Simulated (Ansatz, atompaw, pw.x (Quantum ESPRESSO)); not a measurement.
## pw.x on bcc H: one setting changed

Potential: PAW, atompaw 4.2.0.5, PBE; core none, reference 1s1; waves: 1s (bound): rc 1.45 bohr; 1s channel at 0.45 Ry: rc 1.45 bohr; 2p channel at -0.05 Ry: rc 1.45 bohr; local part: bessel scheme, radius 1.25 bohr; core correction: none; augmentation: sinc compensation charge, radius 1.10 bohr; PAW radius 1.45 bohr; waves and projectors: custom polynom2 7 10 vanderbiltortho.

The reference run (k-mesh 18³, cutoffs 40/400 Ry, Fermi–Dirac 0.01 Ry, mixing_beta 0.4, conv_thr 1e-9, no spin) gives -1.50 GPa at 3.033 Å³/atom, where all-electron LAPW gives -2.27 GPa. This run, with its own iteration cap, changes nosym to true.

```
&control
  calculation='scf', prefix='x', pseudo_dir='./', outdir='./tmp', tstress=.true., disk_io='none'
/
&system
  ibrav=0, nat=1, ntyp=1, ecutwfc=40, ecutrho=400, nbnd=7,
  occupations='smearing', smearing='fd', degauss=0.01, nosym=.true.
/
&electrons
  conv_thr=1e-09, mixing_beta=0.4, electron_maxstep=70
/
ATOMIC_SPECIES
H 1.0 H.UPF
CELL_PARAMETERS angstrom
  -0.91187954 0.91187954 0.91187954
  0.91187954 -0.91187954 0.91187954
  0.91187954 0.91187954 -0.91187954
ATOMIC_POSITIONS crystal
H 0.0000 0.0000 0.0000
K_POINTS automatic
18 18 18 0 0 0
```

```bash
pw.x < H.scf.in > H.scf.out
```

How does the run end?

It converges in 5 iterations; the free energy moves by +0.0 meV/atom and the pressure by +0.00 GPa. The result is that of the reference run.

```
lattice parameter (alat)  =       2.9847  a.u.
     unit-cell volume          =      20.4677 (a.u.)^3
     number of electrons       =         1.00
     number of Kohn-Sham states=            7
     kinetic-energy cutoff     =      40.0000  Ry
     charge density cutoff     =     400.0000  Ry
     scf convergence threshold =      1.0E-09
     Exchange-correlation= SLA PW PBX PBC
     number of k points=  2920  Fermi-Dirac smearing, width (Ry)=  0.0100
     iteration #  1     ecut=    40.00 Ry     beta= 0.40
     total energy              =      -1.07484041 Ry
     estimated scf accuracy    <       0.00000103 Ry
     iteration #  2     ecut=    40.00 Ry     beta= 0.40
     total energy              =      -1.07489661 Ry
     estimated scf accuracy    <       0.00000038 Ry
     iteration #  3     ecut=    40.00 Ry     beta= 0.40
     total energy              =      -1.07489674 Ry
     estimated scf accuracy    <       0.00000001 Ry
     iteration #  4     ecut=    40.00 Ry     beta= 0.40
     total energy              =      -1.07489678 Ry
     estimated scf accuracy    <       0.00000002 Ry
     iteration #  5     ecut=    40.00 Ry     beta= 0.40
     the Fermi energy is     3.5913 ev
!    total energy              =      -1.07489678 Ry
     estimated scf accuracy    <          1.6E-12 Ry
     smearing contrib. (-TS)   =      -0.00045029 Ry
     The total energy is F=E-TS. E is the sum of the following terms:
     one-electron contribution =       0.62669315 Ry
     hartree contribution      =       0.01868986 Ry
     xc contribution           =      -0.66345651 Ry
     ewald contribution        =      -1.05595055 Ry
     one-center paw contrib.   =      -0.00042244 Ry
     convergence has been achieved in   5 iterations
          total   stress  (Ry/bohr**3)                   (kbar)     P=      -14.96
     Message from routine punch:
     Nothing written, as per user request (disk_io='none')
```

The run took about 11 s on one core of a shared host (Intel(R) Xeon(R) 6975P-C, 192 threads, 378 GiB, load 11).
